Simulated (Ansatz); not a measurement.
MoS2 in Ansatz: the effect of functional

Crystal: MoS2.

```xyz
3
Lattice="1.5800 0.9122 6.1500 -1.5800 0.9122 6.1500 0.0000 -1.8244 6.1500" Properties=species:S:1:pos:R:3 pbc="T T T"
Mo    0.0000    0.0000    0.0000
S     0.0000    0.0000    7.6936
S     0.0000    0.0000    4.6125
```

Measurements of this composition are mostly on another form, of space group No. 194.

Alike in all runs:

- Program: Ansatz 0.2.0
- Task: band structure
- Potentials or basis: Ansatz PAW
- k mesh: 6 × 6 × 6
- Occupations: fermi-dirac, width 0.05 eV
- Spin: no spin polarisation

Problem. One run gave: gap on the mesh 0.94 eV; pressure 8.1 GPa; largest force 0.60 eV/Å. Which functional did it use?
A. HSE06
B. PBEsol
C. revPBE
D. RPBE
E. r2SCAN

Solution. D.

| functional | cutoff | gap on the mesh (eV) | pressure (GPa) | largest force (eV/Å) |
| --- | --- | --- | --- | --- |
| LDA | 420 eV (not typed: the program's choice for these potentials) | 0.87 | -2.4 | 0.09 |
| PBEsol | 420 eV (not typed: the program's choice for these potentials) | 0.90 | 0.3 | 0.27 |
| RPBE | 420 eV (not typed: the program's choice for these potentials) | 0.94 | 8.1 | 0.60 |
| revPBE | 420 eV (not typed: the program's choice for these potentials) | 0.93 | 7.3 | 0.58 |
| BLYP | 420 eV (not typed: the program's choice for these potentials) | 0.92 | 12.9 | 0.94 |
| r2SCAN | 500 eV (not typed: the program's choice for these potentials) | 0.99 | 4.2 | 0.37 |
| HSE06 | 420 eV (not typed: the program's choice for these potentials) | 1.38 | 0.6 | 0.09 |
| PBE0 | 420 eV (not typed: the program's choice for these potentials) | 2.03 | 0.5 | 0.09 |
| r2SCAN0 | 500 eV (not typed: the program's choice for these potentials) | 2.09 | 0.0 | 0.15 |

Caveats: the PAW data sets come from PBE, with cores solved anew for the run's functional, which leaves a small shift of forces and pressure; the thresholds are loose for stress (some runs).

Runs at the PBE level aren't shown here.
